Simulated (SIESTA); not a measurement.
The system is AlN.

```xyz
4
Lattice="3.1130 0.0000 0.0000 -1.5565 2.6959 0.0000 0.0000 0.0000 4.9810" Properties=species:S:1:pos:R:3 pbc="T T T"
Al    1.5565    0.8986    2.4905
Al    0.0000    1.7973    0.0000
N     1.5565    0.8986    4.3833
N     0.0000    1.7973    1.8928
```

Program: SIESTA 5.4.2. Alike in all runs: task band structure; no spin polarisation; cell as given; k mesh 10 × 10 × 6; smearing fermi-dirac 0.05 eV; grid cutoff 800 Ry; energy shift 0.002 Ry.

Order these runs on this cell by their band gap on the k mesh, lowest first.
A. level PBE; potentials or basis PseudoDojo 0.4 standard (PBE files), DZP (energy shift 0.002 Ry; radii capped at 9.5 bohr)
B. level PBE; potentials or basis PseudoDojo 0.4 standard (PBE files), SZ (energy shift 0.002 Ry; radii capped at 9.5 bohr)
C. level BLYP; potentials or basis PseudoDojo 0.4 standard (PBE files), DZP (energy shift 0.002 Ry; radii capped at 9.5 bohr)

B (3.97 eV), A (4.37 eV), C (4.68 eV).

Caveats: the basis of atomic orbitals isn't converged, which shifts pressures, moduli and gaps; the basis has no polarisation orbitals (some runs).

A k mesh can miss the band edges.

Not every run made on this cell is shown here.
